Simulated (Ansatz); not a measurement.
# CuCl2 in Ansatz: the effect of target pressure

The system is CuCl2.

```
Cu Cl
1.0
    -2.25486    2.25486    6.85990
     2.25486   -2.25486    6.85990
     2.25486    2.25486   -6.85990
Cu Cl
1 2
Direct
  0.00000 0.00000 0.00000
  0.00000 0.50000 0.50000
  0.50000 0.00000 0.50000
```

Measurements of this composition are mostly on another form, of space group No. 12.

Alike in all runs:

| Item | Value |
| --- | --- |
| Program | Ansatz 0.2.0 |
| Task | relaxation of cell and atoms |
| Functional | r2SCAN |
| Potentials or basis | Ansatz PAW |
| Cutoff | 500 eV (not typed: the program's choice for these potentials) |
| k mesh | 8 × 8 × 8 |
| Occupations | fermi-dirac, width 0.05 eV |
| Spin | no spin polarisation |

Each run relaxes the cell or the atoms first.

```csv
target pressure,relaxed volume (Å³/atom)
0 GPa,46.10
2 GPa,22.92
5 GPa,?
10 GPa,19.11
20 GPa,17.16
30 GPa,15.83
```

**Question.** What does the run with target pressure 5 GPa give?

**Answer.** Relaxed volume 20.77 Å³/atom.

Worked out: The relaxed volume follows no smooth curve through the other rows.

Caveats: the plane-wave basis is chosen anew once the cell has moved, so the energies of steps on either side of that aren't comparable; an odd number of electrons without spin polarisation forces a metal; a magnetic or distorted state may lie lower; the run has no spin polarisation, though such a crystal can be magnetic; the PAW data sets come from PBE, with cores solved anew for the run's functional, which leaves a small shift of forces and pressure; the volume moved by over 15 % at a fixed basis, so the end points are rough (some runs).
